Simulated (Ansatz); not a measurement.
# SnTe and the effect of the choice of potentials or basis

The structure is cubic, space group Fm-3m (No. 225). Conventional cell: a = 6.302 Å, b = 6.302 Å, c = 6.302 Å, α = 90.00°, β = 90.00°, γ = 90.00°. Te (site symmetry m-3m) has 6 Sn at 3.15 Å as nearest neighbours. Sn (site symmetry m-3m) has 6 Te at 3.15 Å as nearest neighbours.

Kept alike: task equation of state; functional PBEsol; k mesh 7 × 7 × 7; occupations fermi-dirac, width 0.05 eV; no spin polarisation. Program: Ansatz. Cutoffs run from 420 to 6600 eV. The mesh is that of the run's cell of 2 atoms. No spin-orbit coupling.

| choice of potentials or basis | volume (Å³/atom) | bulk modulus (GPa) |
| --- | --- | --- |
| Ansatz PAW | 31.025 | 46.8 |
| Ansatz PAW (files of its older set among them) | 31.031 | 46.8 |
| JTH PAW | 31.016 | 47.0 |
| PseudoDojo standard | 30.994 | 47.0 |
| PseudoDojo stringent | 31.073 | 46.7 |

Volume and modulus come from cells scaled at fixed shape and fractions.

Task: What does the choice of potentials or basis change here?

Result: The volume runs from 30.994 (PseudoDojo standard) to 31.073 Å³/atom (PseudoDojo stringent). Measured: 31.45 Å³/atom at 300 K (a printed reference work); nearest PseudoDojo stringent, 0.38 Å³/atom off. The runs are for a static lattice. The bulk modulus runs from 46.7 (PseudoDojo stringent) to 47.0 GPa (JTH PAW; PseudoDojo standard).
